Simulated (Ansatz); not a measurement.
**SrCl2 (Fm-3m), stationary points along a deformation path**

Level of theory: DFT PBE, scalar-relativistic, plane waves, PAW in Ansatz 0.2.0. Cutoff 420 eV, Γ-centred 6×6×6 k-points, Gaussian smearing of 0.05 eV. No spin polarisation. Energies are free energies at this smearing, counted from the undisturbed cell; pressure is positive in compression.

Reference structure (as given, not relaxed at this level; it stands at 1.1 GPa, and it needn't be the usual structure):

```
Sr Cl
1.0
     0.00000    3.48550    3.48550
     3.48550    0.00000    3.48550
     3.48550    3.48550    0.00000
Sr Cl
1 2
Direct
  0.00000 0.00000 0.00000
  0.25000 0.25000 0.25000
  0.75000 0.75000 0.75000
```

At fixed volume and fractional coordinates, lengths along (0.577, 0.577, 0.577) are scaled against those across it; ρ is that ratio over its starting value. V = 28.230 Å³/atom. Δσ is the stress along the axis less the mean stress across it (compression positive).

```
    ρ  ΔE (meV/atom)  Δσ (GPa) space group
0.500         4543.1    179.17         R-3m
0.600         1722.2     89.25         R-3m
0.710          523.0     37.04         R-3m
0.850           73.4      9.42         R-3m
0.930           11.3      2.94         R-3m
1.000            0.0      0.00        Fm-3m
1.080            8.1     -1.58         R-3m
1.200           33.0     -2.24         R-3m
1.410           76.3     -2.35         R-3m
1.700          138.2     -3.56         R-3m
2.000          226.8     -5.95         R-3m
```

**Question.** How does the stress give the slope of the energy, and where is the energy stationary?

**Answer.** Along the path d ln(length) is 2/3 d ln ρ on the axis and −1/3 d ln ρ across it, so dE/d ln ρ = −(2/3) V Δσ: the energy falls with ρ where Δσ is positive. Δσ vanishes or changes sign at ρ = 1.000 (Fm-3m), a minimum at 0.0 meV/atom. Pairs of stationary points between two samples would go unseen, and could change a minimum read from distant neighbours into a maximum. At ρ = 1.000 the cell is cubic, where symmetry alone makes the stress isotropic and the slope zero.

**Question.** Which shear constant sets the curvature at ρ = 1?

**Answer.** For a cubic crystal E/V = (2/3) C (ln ρ)² with C = C44, so Δσ = −2C ln ρ. The parabola of Δσ against ln ρ through ρ = 0.930, 1 and 1.080 gives C ≈ 15.4 GPa with the ions clamped, rough because the steps are large. It is the stress–strain coefficient at this cell's pressure of 1.1 GPa, not the zero-pressure constant.

Forces appear on the atoms along this scan, and letting them relax would lower the energy and soften the response.